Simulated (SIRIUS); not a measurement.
# SiO2 (I-42d) in SIRIUS: reference runs

How does SiO2 come out in PBE? The cell is run as given.

Everything below comes from runs of SIRIUS 7.10.0. Logs are shortened: lines on timing, memory, paths and dates and some standing lists are left out, and cuts for length are marked. The log counts tension as positive stress, the text compression.

## 1. Starting point

Symmetry: I-42d, No. 122, tetragonal system. Conventional cell: a = 4.955 Å, b = 4.955 Å, c = 7.311 Å, α = 90.00°, β = 90.00°, γ = 90.00°. Si (site symmetry -4) is surrounded by 4 O at 1.61 Å. Around O (site symmetry 2) lie 2 Si at 1.61 Å.

The cell comes from a database or a generator and needn't be the stable form of this composition.

## 2. Single point, PBE

The input, sirius.json:

```json
{
  "control": {
    "processing_unit": "cpu",
    "verbosity": 2,
    "num_bands_to_print": 25,
    "print_forces": true,
    "print_stress": true
  },
  "parameters": {
    "electronic_structure_method": "pseudopotential",
    "xc_functionals": ["XC_GGA_X_PBE", "XC_GGA_C_PBE"],
    "gk_cutoff": 9.2,
    "pw_cutoff": 18.4,
    "ngridk": [8, 8, 8],
    "shiftk": [0, 0, 0],
    "smearing": "fermi_dirac",
    "smearing_width": 0.0018374661,
    "num_bands": 25,
    "num_mag_dims": 0,
    "num_dft_iter": 100,
    "energy_tol": 1e-08,
    "density_tol": 1e-06
  },
  "iterative_solver": {
    "type": "davidson",
    "min_tolerance": 1e-09,
    "tolerance_scale": [0.1, 0.25]
  },
  "mixer": {
    "type": "anderson",
    "beta": 0.7,
    "max_history": 8
  },
  "settings": {
    "tol_ne": 1e-10,
    "pseudo_grid_cutoff": 6.5
  },
  "unit_cell": {
    "lattice_vectors": [
      [-0.48925579064, 0.48925579064, 0.721981677503],
      [0.48925579064, -0.48925579064, 0.721981677503],
      [0.48925579064, 0.48925579064, -0.721981677503]
    ],
    "lattice_vectors_scale": 9.5684110341,
    "atom_coordinate_units": "lattice",
    "atom_types": ["Si", "O"],
    "atom_files": {
      "O": "O.json",
      "Si": "Si.json"
    },
    "atoms": {
      "Si": [
        [0.75, 0.25, 0.5],
        [0.0, 0.0, 0.0]
      ],
      "O": [
        [0.875, 0.02821387, 0.65321387],
        [0.77821387, 0.125, 0.15321387],
        [0.97178613, 0.625, 0.84678613],
        [0.375, 0.22178613, 0.34678613]
      ]
    }
  }
}
```

Potentials or basis: PseudoDojo 0.4.1 PBE standard (scalar relativistic).

Launch:

```sh
> upf_to_json O.upf
> upf_to_json Si.upf
> OMP_NUM_THREADS=1 sirius.scf --input=sirius.json --output=out.json --task=0
```

Log:

```text
[info] SIRIUS version : 7.10.0
[info] number of MPI ranks           : 1
[info] MPI grid                      : 1 1
[info] maximum number of OMP threads : 1
[fft] FFT context for density and potential
[fft] =====================================
[fft]   comm size                             : 1
[fft]   plane wave cutoff                     : 18.4
[fft]   grid size                             : 60 60 60   total : 216000
[fft]   grid limits                           : -29 30   -29 30   -29 30
[fft]   number of G-vectors within the cutoff : 31829
[fft]   local number of G-vectors             : 31829
[fft]   number of G-shells                    : 4442
[fft] FFT context for coarse grid
[fft] =====================================
[fft]   comm size                             : 1
[fft]   plane wave cutoff                     : 18.4
[fft]   grid size                             : 60 60 60   total : 216000
[fft]   grid limits                           : -29 30   -29 30   -29 30
[fft]   number of G-vectors within the cutoff : 31829
[fft]   local number of G-vectors             : 31829
[fft]   number of G-shells                    : 4442
[unit cell] lattice vectors
[unit cell]   a1 :      -4.6814005057      4.6814005057      6.9082174494
[unit cell]   a2 :       4.6814005057     -4.6814005057      6.9082174494
[unit cell]   a3 :       4.6814005057      4.6814005057     -6.9082174494
[unit cell] reciprocal lattice vectors
[unit cell]   b1 :      -0.0000000000      0.6710796587      0.4547616916
[unit cell]   b2 :       0.6710796587     -0.0000000000      0.4547616916
[unit cell]   b3 :       0.6710796587      0.6710796587      0.0000000000
[unit cell] unit cell volume :       605.58845357 [a.u.^3]
[unit cell] 1/sqrt(omega)    :         0.04063602
[unit cell] MT volume        :         0.00000000 ( 0.00%)
[unit cell] IT volume        :       605.58845357 (100.00%)
[unit cell] number of atom types : 2
[unit cell] type id : 0 symbol : Si mt_radius :  15.090000 num_atoms : 2
[unit cell] type id : 1 symbol :  O mt_radius :   9.350000 num_atoms : 4
[unit cell] total number of atoms : 6
[unit cell] number of symmetry classes : 2
[unit cell] number of PAW atoms : 0
[unit cell] atom id  type id  class id             position                      vector_field
[unit cell] ------------------------------------------------------------------------------------------
[unit cell]      0        0        0      0.75000   0.25000   0.50000      0.00000   0.00000   0.00000
[unit cell]      1        0        0      0.00000   0.00000   0.00000      0.00000   0.00000   0.00000
[unit cell]      2        1        1      0.87500   0.02821   0.65321      0.00000   0.00000   0.00000
[unit cell]      3        1        1      0.77821   0.12500   0.15321      0.00000   0.00000   0.00000
[unit cell]      4        1        1      0.97179   0.62500   0.84679      0.00000   0.00000   0.00000
[unit cell]      5        1        1      0.37500   0.22179   0.34679      0.00000   0.00000   0.00000
[unit cell] atom id         position (Cartesian, a.u.)
[unit cell] ---------------------------------------------
[unit cell]      0      -0.000000    4.681401    3.454109
[unit cell]      1       0.000000    0.000000    0.000000
[unit cell]      2      -0.906189    7.022101    1.727054
[unit cell]      3      -2.340700    3.775211    5.181163
[unit cell]      4       2.340700    5.587590    5.181163
[unit cell]      5       0.906189    2.340700    1.727054
[unit cell] class id : 0 atom id : 0 1
[unit cell] class id : 1 atom id : 2 3 4 5
[unit cell] minimum bond length:     3.046764
[... 309 lines left out ...]
[diagonalize] ik:   56   -0.647983   -0.633546   -0.599482   -0.599352   -0.245804   -0.217317   -0.155375   -0.153648   -0.067578   -0.060818   -0.049550   -0.038906   -0.031147   -0.016975    0.014375    0.017486    0.346400    0.368855    0.398726    0.406479    0.449011    0.460516    0.489638    0.509248    0.530189
[diagonalize] ik:   57   -0.654740   -0.625599   -0.599338   -0.599338   -0.259900   -0.203828   -0.157082   -0.157082   -0.060907   -0.058470   -0.044290   -0.044290   -0.039946   -0.011923    0.017889    0.017889    0.325623    0.369493    0.408093    0.408093    0.445350    0.468636    0.494459    0.494459    0.534232
[diagonalize] ik:   58   -0.640922   -0.640922   -0.599519   -0.599519   -0.231131   -0.231131   -0.153425   -0.153425   -0.062702   -0.062702   -0.047852   -0.047852   -0.025393   -0.025393    0.016659    0.016659    0.357178    0.357178    0.407134    0.407134    0.459300    0.459300    0.497740    0.497740    0.533945
[find] Charges and magnetic moments
[find] --------------------------------------------------------------------------------
[find] total charge          : 32.000000
[find] Energy
[find] --------------------------------------------------------------------------------
[find] valence_eval_sum               :      -6.93496416
[find] <rho|V^{XC}>                   :     -22.47452608
[find] <rho|E^{XC}>                   :     -20.23426030
[find] <mag|B^{XC}>                   :       0.00000000
[find] <rho|V^{H}>                    :      63.54667483
[find] one-electron contribution      :     -48.00711290 (Ha),     -96.01422581 (Ry)
[find] hartree contribution           :      31.77333741
[find] xc contribution                :     -20.23426030
[find] ewald contribution             :     -38.44005137
[find] PAW contribution               :       0.00000000
[find] smearing (-TS)                 :      -0.00000000
[find] SCF correction                 :      -0.00005601
[find] Total energy                   :     -74.90814317 (Ha),    -149.81628634 (Ry)
[find] Free energy (E-TS)             :     -74.90814317 (Ha),    -149.81628634 (Ry)
[find] band gap (eV)                  :       5.96086400
[find] Efermi                         :       0.08767753
[find] iteration : 11, RMS : 8.723215252739e-07, energy difference : -1.726135678837e-09
[find] Hartree energy of density residual : 2.593805673482e-10
[find] bands are converged : false
[find] iterative solver converged : true
[find] converged after 12 SCF iterations!
[find] Charges and magnetic moments
[find] --------------------------------------------------------------------------------
[find] total charge          : 32.000000
[find] Energy
[find] --------------------------------------------------------------------------------
[find] valence_eval_sum               :      -6.93496416
[find] <rho|V^{XC}>                   :     -22.47452608
[find] <rho|E^{XC}>                   :     -20.23426030
[find] <mag|B^{XC}>                   :       0.00000000
[find] <rho|V^{H}>                    :      63.54667483
[find] one-electron contribution      :     -48.00711290 (Ha),     -96.01422581 (Ry)
[find] hartree contribution           :      31.77333741
[find] xc contribution                :     -20.23426030
[find] ewald contribution             :     -38.44005137
[find] PAW contribution               :       0.00000000
[find] smearing (-TS)                 :      -0.00000000
[find] SCF correction                 :      -0.00005601
[find] Total energy                   :     -74.90814317 (Ha),    -149.81628634 (Ry)
[find] Free energy (E-TS)             :     -74.90814317 (Ha),    -149.81628634 (Ry)
[find] band gap (eV)                  :       5.96086400
[find] Efermi                         :       0.08767753
[ground_state] === stress tensor components [kbar] ===
[ground_state] === stress_kin ===
[ground_state] -15845.600267    0.000000   -0.000000
[ground_state]     0.000000-15845.600267   -0.000000
[ground_state]    -0.000000   -0.000000-15907.350187
[ground_state] === stress_har ===
[ground_state] -5087.837269    0.000000   -0.000000
[ground_state]     0.000000-5087.837269   -0.000000
[ground_state]    -0.000000   -0.000000-5260.612806
[ground_state] === stress_ewald ===
[ground_state]  6233.031966   -0.000000    0.000000
[ground_state]    -0.000000 6233.031966    0.000000
[ground_state]     0.000000    0.000000 6209.080914
[ground_state] === stress_vloc ===
[ground_state]  7552.477300   -0.000000    0.000000
[ground_state]    -0.000000 7552.477300    0.000000
[ground_state]     0.000000    0.000000 7798.863021
[ground_state] === stress_xc ===
[ground_state]  1227.258580   -0.000000    0.000000
[ground_state]    -0.000000 1227.258580    0.000000
[ground_state]     0.000000    0.000000 1228.593321
[ground_state] === stress_core ===
[ground_state]  1682.285588   -0.000000    0.000000
[ground_state]    -0.000000 1682.285588    0.000000
[ground_state]     0.000000    0.000000 1682.232454
[ground_state] === stress_nonloc ===
[ground_state]  4198.606370   -0.000000    0.000000
[ground_state]    -0.000000 4198.606370    0.000000
[ground_state]     0.000000    0.000000 4210.353055
[ground_state] === stress_us_nl ===
[ground_state]  4198.606370   -0.000000    0.000000
[ground_state]    -0.000000 4198.606370    0.000000
[ground_state]     0.000000    0.000000 4210.353055
[ground_state] === stress_total ===
[ground_state]   -39.777733    0.000000   -0.000000
[ground_state]     0.000000  -39.777733    0.000000
[ground_state]    -0.000000    0.000000  -38.840228
[ground_state] ==== total Forces in Ha/bohr =====
[ground_state] atom:    0, force:       0.0000000     -0.0000000      0.0000000
[ground_state] atom:    1, force:       0.0000000      0.0000000      0.0000000
[ground_state] atom:    2, force:      -0.0044662      0.0000000      0.0000000
[ground_state] atom:    3, force:       0.0000000     -0.0044662      0.0000000
[ground_state] atom:    4, force:       0.0000000      0.0044662      0.0000000
[ground_state] atom:    5, force:       0.0044662     -0.0000000      0.0000000
[ground_state] ==== ultrasoft contribution from Qij =====
[ground_state] atom:    0, force:       0.0000000      0.0000000      0.0000000
[ground_state] atom:    1, force:       0.0000000      0.0000000      0.0000000
[ground_state] atom:    2, force:       0.0000000      0.0000000      0.0000000
[ground_state] atom:    3, force:       0.0000000      0.0000000      0.0000000
[ground_state] atom:    4, force:       0.0000000      0.0000000      0.0000000
[ground_state] atom:    5, force:       0.0000000      0.0000000      0.0000000
[ground_state] ==== non-local contribution from Beta-projector =====
[ground_state] atom:    0, force:       0.0000000      0.0000000      0.0000000
[ground_state] atom:    1, force:       0.0000000      0.0000000      0.0000000
[ground_state] atom:    2, force:       0.4320788      0.0000000      0.0000000
[ground_state] atom:    3, force:       0.0000000      0.4320788      0.0000000
[ground_state] atom:    4, force:       0.0000000     -0.4320788      0.0000000
[ground_state] atom:    5, force:      -0.4320788      0.0000000      0.0000000
[ground_state] ==== contribution from local potential =====
[ground_state] atom:    0, force:       0.0000000      0.0000000      0.0000000
[ground_state] atom:    1, force:       0.0000000      0.0000000      0.0000000
[ground_state] atom:    2, force:       1.6443835      0.0000000      0.0000000
[ground_state] atom:    3, force:      -0.0000000      1.6443835      0.0000000
[ground_state] atom:    4, force:       0.0000000     -1.6443835      0.0000000
[ground_state] atom:    5, force:      -1.6443835     -0.0000000     -0.0000000
[ground_state] ==== contribution from core density =====
[ground_state] atom:    0, force:      -0.0000000      0.0000000      0.0000000
[ground_state] atom:    1, force:       0.0000000      0.0000000      0.0000000
[ground_state] atom:    2, force:      -0.0108669     -0.0000000      0.0000000
[ground_state] atom:    3, force:      -0.0000000     -0.0108669     -0.0000000
[ground_state] atom:    4, force:       0.0000000      0.0108669     -0.0000000
[ground_state] atom:    5, force:       0.0108669      0.0000000      0.0000000
[ground_state] ==== Ewald forces from ions =====
[ground_state] atom:    0, force:       0.0000000     -0.0000000      0.0000000
[ground_state] atom:    1, force:       0.0000000      0.0000000      0.0000000
[ground_state] atom:    2, force:      -2.0700601      0.0000000      0.0000000
[ground_state] atom:    3, force:       0.0000000     -2.0700601      0.0000000
[ground_state] atom:    4, force:       0.0000000      2.0700601      0.0000000
[ground_state] atom:    5, force:       2.0700601      0.0000000     -0.0000000
[~DFT_ground_state] local op. applied: 46599
[~DFT_ground_state] evp. work count: 7915.82
[~DFT_ground_state] number of iterative solver steps: 3533
```

It took 5.8 min on 1 thread of Arm Neoverse V2, shared host; peak memory 1.4 GiB.

What came out:

| Item | Value |
| --- | --- |
| Free energy | -2038.3544 eV |
| Pressure | 3.9 GPa |
| Largest force | 0.230 eV/Å |
| Band gap on the k mesh | 5.96 eV |

Forces on the atoms (eV/Å):
```
Si   0.000  0.000  0.000
Si   0.000  0.000  0.000
O   -0.230  0.000  0.000
O    0.000 -0.230  0.000
O    0.000  0.230  0.000
O    0.230  0.000  0.000
```
